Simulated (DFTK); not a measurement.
# BN under changes of volume

One of the cells (8.967 Å³/atom); the others are scaled copies at fixed shape and fractional positions:

```xyz
4
Lattice="2.4982 0.0000 0.0000 -1.2491 2.1635 0.0000 0.0000 0.0000 6.6357" Properties=species:S:1:pos:R:3 pbc="T T T"
N     1.2491    0.7212    1.6589
N     0.0000    1.4424    4.9768
B     1.2491    0.7212    4.9768
B     0.0000    1.4424    1.6589
```

```yaml
Program: DFTK 0.8.2
Functional: BLYP
Potentials_or_basis: cp2k.nc.sr.pbe.v0_1.semicore.gth (PBE, GTH)
Cutoff: 1633 eV
k_mesh: 7 × 7 × 2
Occupations: fermi-dirac, width 0.05 eV
Spin: no spin polarisation
```

```csv
volume (Å³/atom),energy over the lowest point (meV/atom),gap on the mesh (eV)
8.429,63.68,4.75
8.608,38.78,4.72
8.787,20.92,4.69
8.967,?,?
9.146,0.86,4.63
9.325,0.00,4.60
9.505,3.70,4.57
```

Q: What does the run at 8.967 Å³/atom give?

A: Energy over the lowest point 9.07 meV/atom; gap on the mesh 4.66 eV.

Worked out: A Birch-Murnaghan fit of order 3 (a polynomial in V^(-2/3)) to the other rows has its minimum at 9.28 Å³/atom with B0 = V·E''(V) = 247 GPa (rough, since the energies scatter) at fixed shape and positions, which overstates the stiffness. It gives 7.98 meV/atom at 8.967 Å³/atom, against the run's 9.07. A straight line through the other rows of the gap, of slope -1.5 eV per unit of ln V, gives 4.66 eV, against the run's 4.66.

Energies are extrapolated to zero smearing.

Caveats: all runs use coarse meshes; the potentials were made for another functional, which shifts forces and pressure; an odd mesh through Γ misses points on the zone boundary, where band edges often lie; this functional lacks dispersion, which binds the layers, so the pressure and a relaxed spacing across them are unreliable.
